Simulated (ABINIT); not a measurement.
# Ge (Fd-3m) in ABINIT: settings compared

One crystal, Ge, is run at these levels: PBE, PBEsol; tasks: single point.

Program: ABINIT 10.8.3 (patched build). These are calculated values, not measurements. Logs are shortened: lines on timing, memory, paths and dates and some standing lists are left out, and cuts for length are marked. The log counts tension as positive stress, the text compression.

**The experiment to reproduce.**

“Electronic and optical properties of SixGe1-x-ySny alloys lattice-matched to Ge”, 2021, arxiv:2109.02782 reports, for a bulk crystal of Ge at 293 K: band gap 0.666 eV (indirect).

How close the calculation comes is told below.

### 1 Starting point

Symmetry: Fd-3m, No. 227, cubic system. Conventional cell: a = 5.658 Å, b = 5.658 Å, c = 5.658 Å, α = 90.00°, β = 90.00°, γ = 90.00°. Ge (site symmetry -43m) has 4 Ge at 2.45 Å as nearest neighbours.

### 2 Single point, PBE, spin-orbit coupling, no magnetisation

Contents of run.abi:

```
pp_dirpath "./"
pseudos "Ge.GGA_PBE-JTH.xml"

acell 3*1.0 Angstrom
rprim
     0.0000000000     2.8289100000     2.8289100000
     2.8289100000     0.0000000000     2.8289100000
     2.8289100000     2.8289100000     0.0000000000
ntypat 1
znucl 32
natom 2
typat 1 1
xred
     0.7500000000     0.7500000000     0.7500000000
     0.5000000000     0.5000000000     0.5000000000

ecut 16.0
pawecutdg 32.0

kptopt 4
ngkpt 6 6 6
nshiftk 1
shiftk 0.0 0.0 0.0

ixc 11

nband 36
occopt 3
tsmear 0.00183747

nspinor 2
nspden 1
pawspnorb 1

nstep 100
tolvrs 1.0e-9

iomode 3
prtwf 0
prtden 0
prteig 0
prtebands 0
```

Potentials or basis: JTH PAW PBE v2.0.

Command:

```
> abinit run.abi > log 2>&1
```

run.abo:

```text
.Version 10.8.3 of ABINIT
 Symmetries : space group F4_1 3 2 (#210); Bravais cF (face-center cubic)
================================================================================
 Values of the parameters that define the memory need of the present run
     intxc =       0    ionmov =       0      iscf =      17    lmnmax =      18
     lnmax =       6     mgfft =      30  mpssoang =       3    mqgrid =    3001
     natom =       2  nloc_mem =       2    nspden =       1   nspinor =       2
    nsppol =       1      nsym =      24    n1xccc =       1    ntypat =       1
    occopt =       3   xclevel =       2
       mpw =         941          nfft =       27000          nkpt =          17
 PAW method is used; the additional fine FFT grid is defined by:
   mgfftf=        40    nfftf =     64000
================================================================================
================================================================================

--------------------------------------------------------------------------------
------------- Echo of variables that govern the present computation ------------
--------------------------------------------------------------------------------
 -outvars: echo values of preprocessed input variables --------
            acell      1.8897261259E+00  1.8897261259E+00  1.8897261259E+00 Bohr
              amu      7.26100000E+01
             ecut      1.60000000E+01 Hartree
              ixc          11
           kptopt           4
         kptrlatt        6    0    0      0    6    0      0    0    6
          kptrlen      4.53611699E+01
            natom           2
            nband          36
            ngfft          30      30      30
          ngfftdg          40      40      40
             nkpt          17
          nspinor           2
            nstep         100
             nsym          24
           ntypat           1
           occopt           3
        pawcpxocc           2
        pawecutdg      3.20000000E+01 Hartree
        pawspnorb           1
         pawxcdev           0
           prtden           0
        prtebands           0
           prteig           0
            prtwf           0
            rprim      0.0000000000E+00  2.8289100000E+00  2.8289100000E+00
                       2.8289100000E+00  0.0000000000E+00  2.8289100000E+00
                       2.8289100000E+00  2.8289100000E+00  0.0000000000E+00
          spgroup         210
           tolvrs      1.00000000E-09
           tsmear      1.83747000E-03 Hartree
            typat      1  1
           useylm           1
           xangst      4.2433650000E+00  4.2433650000E+00  4.2433650000E+00
                       2.8289100000E+00  2.8289100000E+00  2.8289100000E+00
            xcart      8.0187977023E+00  8.0187977023E+00  8.0187977023E+00
                       5.3458651348E+00  5.3458651348E+00  5.3458651348E+00
             xred      7.5000000000E-01  7.5000000000E-01  7.5000000000E-01
                       5.0000000000E-01  5.0000000000E-01  5.0000000000E-01
            znucl       32.00000

================================================================================

 chkinp: Checking input parameters for consistency.

================================================================================
== DATASET  1 ==================================================================

--- !DatasetInfo
iteration_state: {dtset: 1, }
dimensions: {natom: 2, nkpt: 17, mband: 36, nsppol: 1, nspinor: 2, nspden: 1, mpw: 941, }
cutoff_energies: {ecut:  16.0, pawecutdg:  32.0, }
electrons: {nelect:   2.80000000E+01, charge:   0.00000000E+00, occopt:   3.00000000E+00, tsmear:   1.83747000E-03, }
meta: {optdriver: 0, ionmov: 0, optcell: 0, iscf: 17, paral_kgb: 0, }
...

 Exchange-correlation functional for the present dataset will be:
  GGA: Perdew-Burke-Ernzerhof functional - ixc=11
  J.P.Perdew, K.Burke, M.Ernzerhof, PRL 77, 3865 (1996)

 Real(R)+Recip(G) space primitive vectors, cartesian coordinates (Bohr,Bohr^-1):
 R(1)=  0.0000000  5.3458651  5.3458651  G(1)= -0.0935302  0.0935302  0.0935302
 R(2)=  5.3458651  0.0000000  5.3458651  G(2)=  0.0935302 -0.0935302  0.0935302
 R(3)=  5.3458651  5.3458651  0.0000000  G(3)=  0.0935302  0.0935302 -0.0935302
 Unit cell volume ucvol=  3.0555120E+02 bohr^3
 Angles (23,13,12)=  6.00000000E+01  6.00000000E+01  6.00000000E+01 degrees

 Coarse grid specifications (used for wave-functions):

 getcut: wavevector=  0.0000  0.0000  0.0000  ngfft=  30  30  30
         ecut(hartree)=     16.000   => boxcut(ratio)=   2.20620

 getcut : COMMENT -
  Note that boxcut > 2.2 ; recall that boxcut=Gcut(box)/Gcut(sphere) = 2
  is sufficient for exact treatment of convolution.
  Such a large boxcut is a waste : you could raise ecut
  e.g. ecut=   19.469299 Hartrees makes boxcut=2

 Fine grid specifications (used for densities):

 getcut: wavevector=  0.0000  0.0000  0.0000  ngfft=  40  40  40
         ecut(hartree)=     32.000   => boxcut(ratio)=   2.07772

--- Pseudopotential description ------------------------------------------------
- pspini: atom type   1  psp file is ./Ge.GGA_PBE-JTH.xml
 Pseudopotential format is: paw10
 basis_size (lnmax)=  6 (lmn_size= 18), orbitals=   0   0   1   1   2   2
 Spheres core radius: rc_sph= 2.30476891
 Shapefunction is SIN type: shapef(r)=[sin(pi*r/rshp)/(pi*r/rshp)]**2
 Radius for shape functions =  1.99988291
 Compensation charge density is not taken into account in XC energy/potential

   1.13473484E+03                                ecore*ucvol(ha*bohr**3)
--------------------------------------------------------------------------------

================================================================================

--- !BeginCycle
iteration_state: {dtset: 1, }
solver: {iscf: 17, nstep: 100, nline: 4, wfoptalg: 10, }
tolerances: {tolvrs: 1.00E-09, }
...

     iter   Etot(hartree)      deltaE(h)  residm     nres2
 ETOT  1  -190.07291037277    -1.901E+02 3.916E+00 1.567E+00
 ETOT  2  -191.15971049464    -1.087E+00 2.170E-01 8.247E-01
 ETOT  3  -191.15596401523     3.746E-03 1.513E-01 1.748E-01
 ETOT  4  -191.15507058285     8.934E-04 5.640E-02 2.689E-02
 ETOT  5  -191.15495494036     1.156E-04 1.542E-02 4.252E-03
 ETOT  6  -191.15502330253    -6.836E-05 7.706E-03 3.292E-04
 ETOT  7  -191.15502430362    -1.001E-06 3.328E-03 4.910E-05
 ETOT  8  -191.15502413356     1.701E-07 1.837E-03 1.457E-06
 ETOT  9  -191.15502414847    -1.492E-08 7.123E-04 2.827E-07
 ETOT 10  -191.15502414630     2.173E-09 3.788E-04 5.118E-09
 ETOT 11  -191.15502414654    -2.408E-10 1.456E-04 1.948E-09
 ETOT 12  -191.15502414655    -5.173E-12 7.737E-05 9.680E-11

 At SCF step   12       nres2   =  9.68E-11 < tolvrs=  1.00E-09 =>converged.

 Cartesian components of stress tensor (hartree/bohr^3)
  sigma(1 1)= -1.24156849E-04  sigma(3 2)=  0.00000000E+00
  sigma(2 2)= -1.24156849E-04  sigma(3 1)=  0.00000000E+00
  sigma(3 3)= -1.24156849E-04  sigma(2 1)=  0.00000000E+00

--- !ResultsGS
iteration_state: {dtset: 1, }
comment   : Summary of ground state results
lattice_vectors:
- [  0.0000000,   5.3458651,   5.3458651, ]
- [  5.3458651,   0.0000000,   5.3458651, ]
- [  5.3458651,   5.3458651,   0.0000000, ]
lattice_lengths: [   7.56019,    7.56019,    7.56019, ]
lattice_angles: [ 60.000,  60.000,  60.000, ] # degrees, (23, 13, 12)
lattice_volume:   3.0555120E+02
convergence: {deltae: -5.173E-12, res2:  9.680E-11, residm:  7.737E-05, diffor: null, }
etotal    :  -1.91155024E+02
entropy   :   0.00000000E+00
fermie    :   2.59182992E-01
cartesian_stress_tensor: # hartree/bohr^3
- [ -1.24156849E-04,   0.00000000E+00,   0.00000000E+00, ]
- [  0.00000000E+00,  -1.24156849E-04,   0.00000000E+00, ]
- [  0.00000000E+00,   0.00000000E+00,  -1.24156849E-04, ]
pressure_GPa:   3.6528E+00
xred      :
- [  7.5000E-01,   7.5000E-01,   7.5000E-01, Ge]
- [  5.0000E-01,   5.0000E-01,   5.0000E-01, Ge]
cartesian_forces: # hartree/bohr
- [ -9.44413985E-30,   1.25921865E-29,  -9.44413985E-30, ]
- [  9.44413985E-30,  -1.25921865E-29,   9.44413985E-30, ]
force_length_stats: {min:   1.83561084E-29, max:   1.83561084E-29, mean:   1.83561084E-29, }
...

 Integrated electronic density in atomic spheres:
 ------------------------------------------------
 Atom  Sphere_radius  Integrated_density
    1        2.30477         12.39699448
    2        2.30477         12.39699448

================================================================================

 ----iterations are completed or convergence reached----

 Mean square residual over all n,k,spin=   20.741E-08; max=  77.373E-06
 reduced coordinates (array xred) for    2 atoms
       0.750000000000      0.750000000000      0.750000000000
       0.500000000000      0.500000000000      0.500000000000
 rms dE/dt=  6.4450E-29; max dE/dt=  6.7316E-29; dE/dt below (all hartree)
    1      -0.000000000000      0.000000000000     -0.000000000000
    2       0.000000000000     -0.000000000000      0.000000000000

 cartesian coordinates (angstrom) at end:
    1      4.24336500000000     4.24336500000000     4.24336500000000
    2      2.82891000000000     2.82891000000000     2.82891000000000

 cartesian forces (hartree/bohr) at end:
    1     -0.00000000000000     0.00000000000000    -0.00000000000000
    2      0.00000000000000    -0.00000000000000     0.00000000000000
 frms,max,avg= 1.0597904E-29 1.2592186E-29   0.000E+00  0.000E+00  0.000E+00 h/b

 cartesian forces (eV/Angstrom) at end:
    1     -0.00000000000000     0.00000000000000    -0.00000000000000
    2      0.00000000000000    -0.00000000000000     0.00000000000000
 frms,max,avg= 5.4496614E-28 6.4751626E-28   0.000E+00  0.000E+00  0.000E+00 e/A
 length scales=  1.889726125908  1.889726125908  1.889726125908 bohr
              =  1.000000000000  1.000000000000  1.000000000000 angstroms
 Fermi (or HOMO) energy (hartree) =   0.25918   Average Vxc (hartree)=  -0.34019
 Eigenvalues (hartree) for nkpt=  17  k points:
 kpt#   1, nband= 36, wtk=  0.00463, kpt=  0.0000  0.0000  0.0000 (reduced coord)
  -0.66417   -0.66417   -0.66417   -0.66417   -0.66184   -0.66184   -0.66184   -0.66184
  -0.64584   -0.64584   -0.64057   -0.64057   -0.64057   -0.64057   -0.63901   -0.63901
  -0.63901   -0.63901   -0.63649   -0.63649   -0.21358   -0.21358    0.24939    0.24939
   0.25680    0.25680    0.26010    0.26010    0.26010    0.26010    0.34515    0.34515
   0.35290    0.35290    0.35290    0.35290
      occupation numbers for kpt#   1
   1.00000    1.00000    1.00000    1.00000    1.00000    1.00000    1.00000    1.00000
   1.00000    1.00000    1.00000    1.00000    1.00000    1.00000    1.00000    1.00000
   1.00000    1.00000    1.00000    1.00000    1.00000    1.00000    0.99517    0.99517
   0.78520    0.78520    0.37833    0.37833    0.37833    0.37833    0.00000    0.00000
   0.00000    0.00000    0.00000    0.00000
 prteigrs : prtvol=0 or 1, do not print more k-points.

--- !EnergyTerms
iteration_state     : {dtset: 1, }
comment             : Components of total free energy in Hartree
kinetic             :  1.30521787387515E+01
hartree             :  4.44816006959985E+01
xc                  : -4.63247556989851E+00
Ewald energy        : -9.87503790331824E+01
psp_core            :  3.71373063534371E+00
local_psp           : -1.44312873082503E+02
PAW spherical_terms : -4.70674479904449E+00
internal            : -1.91154962414535E+02
'-kT*entropy'       : -5.74714733794817E-05
total_energy        : -1.91155019886008E+02
total_energy_eV     : -5.20159307897635E+03
...

--- !EnergyTermsDC
iteration_state     : {dtset: 1, }
comment             : '"Double-counting" decomposition of free energy'
band_energy         : -1.25957192180496E+01
Ewald energy        : -9.87503790331824E+01
psp_core            :  3.71373063534371E+00
xc_dc               : -4.32771529626785E+01
PAW spherical_terms : -4.02454460965057E+01
internal            : -1.91154966675073E+02
'-kT*entropy'       : -5.74714733794817E-05
total_energy_dc     : -1.91155024146546E+02
total_energy_dc_eV  : -5.20159319491149E+03
...

--- !EnergyTermsWithPAWCore
iteration_state     : {dtset: 1, }
comment             : 'Components of total free energy, including PAW core contributions'
Total energy        : -4.19799150806812E+03
Total energy DC     : -4.19799151232866E+03
Total energy (eV)   : -1.14233168383390E+05
Total energy DC (eV): -1.14233168499325E+05
...

 Cartesian components of stress tensor (hartree/bohr^3)
  sigma(1 1)= -1.24156849E-04  sigma(3 2)=  0.00000000E+00
  sigma(2 2)= -1.24156849E-04  sigma(3 1)=  0.00000000E+00
  sigma(3 3)= -1.24156849E-04  sigma(2 1)=  0.00000000E+00

-Cartesian components of stress tensor (GPa)         [Pressure=  3.6528E+00 GPa]
- sigma(1 1)= -3.65282060E+00  sigma(3 2)=  0.00000000E+00
- sigma(2 2)= -3.65282060E+00  sigma(3 1)=  0.00000000E+00
- sigma(3 3)= -3.65282060E+00  sigma(2 1)=  0.00000000E+00

== END DATASET(S) ==============================================================
================================================================================

 -outvars: echo values of variables after computation  --------
            acell      1.8897261259E+00  1.8897261259E+00  1.8897261259E+00 Bohr
           etotal     -1.9115502415E+02
            fcart     -9.4441398465E-30  1.2592186462E-29 -9.4441398465E-30
                       9.4441398465E-30 -1.2592186462E-29  9.4441398465E-30
            rprim      0.0000000000E+00  2.8289100000E+00  2.8289100000E+00
                       2.8289100000E+00  0.0000000000E+00  2.8289100000E+00
                       2.8289100000E+00  2.8289100000E+00  0.0000000000E+00
           strten     -1.2415684870E-04 -1.2415684870E-04 -1.2415684870E-04
                       0.0000000000E+00  0.0000000000E+00  0.0000000000E+00
           xangst      4.2433650000E+00  4.2433650000E+00  4.2433650000E+00
                       2.8289100000E+00  2.8289100000E+00  2.8289100000E+00
             xred      7.5000000000E-01  7.5000000000E-01  7.5000000000E-01
                       5.0000000000E-01  5.0000000000E-01  5.0000000000E-01
 Calculation completed.
```

Wall time 43 s (1 thread of Intel Xeon Platinum 8488C (Sapphire Rapids), shared host); peak memory 0.12 GiB.

What came out:

```
Free energy                                           : -5201.5932 eV
Band gap on the k mesh                                : none (metal or under the smearing width)
Valence electrons inside the program's atomic spheres : Ge 12.40 (radii [1.2196] Å)
```

Levels at points of the mesh, in eV from the Fermi level:
```
           k point  band 25  band 26  band 27  band 28  band 29  band 30  band 31  band 32
(0.00, 0.00, 0.00)    -0.06    -0.06     0.02     0.02     0.02     0.02     2.34     2.34
(0.50, 0.00, 0.00)    -1.58    -1.58    -1.40    -1.40     0.10     0.10     3.64     3.64
(0.50, 0.50, 0.00)    -3.17    -3.17    -3.17    -3.17     0.69     0.69     0.69     0.69
```

Caveat: the cutoff is too short for stress, so the log's stress isn't used; this crystal is a semiconductor, whose small gap the functional closes, so the metal is an error of the method.

### 3 Single point, PBEsol

Contents of run.abi:

```
# Pseudopotentials
pp_dirpath "./"
pseudos "Ge.upf"

# Structure
acell 3*1.0 Angstrom
rprim
     0.0000000000     2.8289100000     2.8289100000
     2.8289100000     0.0000000000     2.8289100000
     2.8289100000     2.8289100000     0.0000000000
ntypat 1
znucl 32
natom 2
typat 1 1
xred
     0.7500000000     0.7500000000     0.7500000000
     0.5000000000     0.5000000000     0.5000000000

# Plane-wave basis
ecut 35.0

# k points
kptopt 1
ngkpt 6 6 6
nshiftk 1
shiftk 0.0 0.0 0.0

# Exchange and correlation
ixc -116133

# Bands and occupations
nband 18
occopt 3
tsmear 0.05 eV

# SCF cycle
nstep 100
tolvrs 1.0e-10

# Output
iomode 3
prtwf 0
prtden 0
prteig 0
prtebands 0
enunit 1
prtvol 2
```

Potentials or basis: PseudoDojo NC SR PBEsol v0.4.1 standard.

Command:

```
> mpirun --bind-to none -np 4 abinit run.abi > log 2>&1
```

It took 7.4 s on 4 MPI ranks of Intel Xeon 6975P-C (Granite Rapids), shared host; peak memory 0.32 GiB.

It converged, with:

| Quantity | Value |
| --- | --- |
| Free energy | -4854.5321 eV |
| Pressure | -1.2 GPa |
| Band gap on the k mesh | none (metal or under the smearing width) |
| Valence electrons inside the program's atomic spheres | Ge 11.56 (radii [1.0584] Å) |

Levels at points of the mesh, in eV from the Fermi level:
```csv
k point,band 10,band 11,band 12,band 13,band 14,band 15,band 16,band 17,band 18
"(0.00, 0.00, 0.00)",-24.61,-12.82,-0.04,-0.02,-0.02,-0.02,2.51,2.51,2.51
"(0.50, 0.00, 0.00)",-24.59,-10.72,-7.65,-1.43,-1.43,0.10,3.68,3.68,6.96
"(0.50, 0.50, 0.00)",-24.57,-8.92,-8.92,-3.11,-3.11,0.64,0.64,9.46,9.46
```

Caveat: this crystal is a semiconductor, whose small gap the functional closes, so the metal is an error of the method.

### 4 How close it comes

Step 3. Measured gap of Ge: 0.666 eV (indirect; 293 K; “Electronic and optical properties of SixGe1-x-ySny alloys lattice-matched to Ge”, 2021, arxiv:2109.02782). This calculation gives 0.00 eV (-0.67 eV). 3 values of this kind are on record (0.666 to 0.807 eV); this one was drawn at random among those near their median. Spin-orbit coupling on Ge is left out. The value is that of PBEsol on a finite k mesh, which can miss the band edges, without temperature or zero-point motion. Semilocal functionals fall short of measured gaps as a rule.
